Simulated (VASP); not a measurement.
A run of VASP 6.6.1:

File INCAR:

```
  PREC = Accurate
  ENCUT = 400
  EDIFF = 1E-7
  ISMEAR = 0
  SIGMA = 0.02
  LREAL = False
  LASPH = True
  NELM = 100
  ALGO = Fast
  ISIF = 2
  LWAVE = False
  LCHARG = False
  GGA = PE
```

The input KPOINTS:

```
Automatic mesh
0
Gamma
  5 5 3
```

POSCAR

```
Ge
1.0
    1.4880529250     -2.5946896100      0.0000000000
    1.4880529250      2.5946896100      0.0000000000
    0.0000000000      0.0000000000      4.7275957900
Ge
2
Direct
    0.3334466300      0.6665533700      0.2500000000
    0.6665533700      0.3334466300      0.7500000000
```

Potentials or basis: VASP PAW PBE potentials, release 64 (Ge_d_GW).

The run is started by

```sh
$ cat potpaw_PBE.64/Ge_d_GW/POTCAR > POTCAR
$ mpirun -np 1 vasp_std > vasp.out
```

Hardware: 1 thread of Intel(R) Xeon(R) Platinum 8375C CPU @ 2.90GHz (Ice Lake), with other jobs on the host.

Q: Estimate the wall time of this run.

A: It took 8.3 s on 1 thread of Intel(R) Xeon(R) Platinum 8375C CPU @ 2.90GHz (Ice Lake), on a shared host, peak memory 0.13 GiB. Counts: scf iterations 14, k points 18.
